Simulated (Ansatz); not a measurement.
The elements of this relaxed trial crystal are hidden behind letters.

```
lattice vectors (Å)
  -3.0895    3.0895    4.1248
   3.0895   -3.0895    4.1248
   3.0895    3.0895   -4.1248
fractional positions
X 0.1739 0.4480 0.0000
X 0.5520 0.5520 0.7258
X 0.0000 0.0000 0.0000
X 0.8261 0.8261 0.2742
X 0.4480 0.1739 0.0000
Z 0.3282 0.3282 0.2830
Z 0.9548 0.6718 0.0000
Z 0.6718 0.9548 0.0000
Z 0.0452 0.0452 0.7170
Z 0.5000 0.5000 0.0000
```

The calculation used Ansatz, DFT PBE, scalar-relativistic, plane waves, PAW. Plane waves to 420 eV, a 6×6×6 mesh through Γ for the 10-atom cell and 0.02 eV Gaussian smearing; no spin polarisation.

```
Space group                               : I-42m (No. 121)
Conventional cell                         : a = 6.179 Å, c = 8.250 Å
Volume per atom                           : 15.75 Å³
Density                                   : 2.20 g/cm³
Formation energy                          : +0.014 eV/atom
Gap on the 6×6×6 mesh of the 10-atom cell : 1.32 eV
```

Energies are uncorrected and count from the elements' standard states at the same level.

**Question.** X is a p-block element of period 2 and Z is a p-block element of period 3. Which elements are they?

**Answer.** X = B, Z = P, so the formula is BP. Density times volume gives a mean mass of 2.20 × 15.75/1.6605 = 20.9 u per atom, and this set has 20.9 u. Among the elements that the hints allow, noble gases aside, only these give it. B on a site of symmetry m is surrounded by 4 P at 1.94–2.00 Å; around B on a site of symmetry -42m lie 4 P at 1.98 Å; P on a site of symmetry m is surrounded by 4 B at 1.94–2.00 Å; 1 more site not described.

Kohn–Sham gaps at this level usually fall short of measured ones. A structure relaxed within its symmetry needn't be a true minimum. Another cell of BP relaxed alike, in Pbcn, lies 158 meV/atom lower, so this cell isn't the stable form at this level.
